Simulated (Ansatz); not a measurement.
# HgSe: the cost of one run

Method: DFT PBEsol, scalar-relativistic, plane waves, PAW, in Ansatz 0.2.0.

1 further run of the same task is left out (set aside as unsound or not needed).

### Step 1. The structure to begin with

The structure is cubic, space group F-43m (No. 216). Conventional cell: a = 6.072 Å, b = 6.072 Å, c = 6.072 Å, α = 90.00°, β = 90.00°, γ = 90.00°. Hg (site symmetry -43m) has 4 Se at 2.63 Å as nearest neighbours. Se (site symmetry -43m) has 4 Hg at 2.63 Å as nearest neighbours.

Coordinates:

```
CELL_PARAMETERS angstrom
0.00000 3.03600 3.03600
3.03600 0.00000 3.03600
3.03600 3.03600 0.00000
ATOMIC_POSITIONS crystal
Hg 0.00000 0.00000 0.00000
Se 0.75000 0.75000 0.75000
```

The structure comes from the Crystallography Open Database.

### Step 2. A first look at the start

Contents of input.yaml:

```yaml
crystal:
  lattice:
    - [0.0, 3.036, 3.036]
    - [3.036, 0.0, 3.036]
    - [3.036, 3.036, 0.0]
  atoms:
    - { symbol: Hg, position: [0.0, 0.0, 0.0] }
    - { symbol: Se, position: [0.75, 0.75, 0.75] }
basis:
  ecutwfc: 420
kpoints:
  mp_grid: { grid: [6, 6, 6] }
hamiltonian:
  xc: pbesol
scf:
  occupations: { method: gaussian, width: 0.1 }
output:
  forces: true
  stress: true
  eigenvalues: true
```

What time and memory should one allow on 1 thread of an Arm CPU, shared host?

About 2.6 s, with a peak of 0.3 GiB.
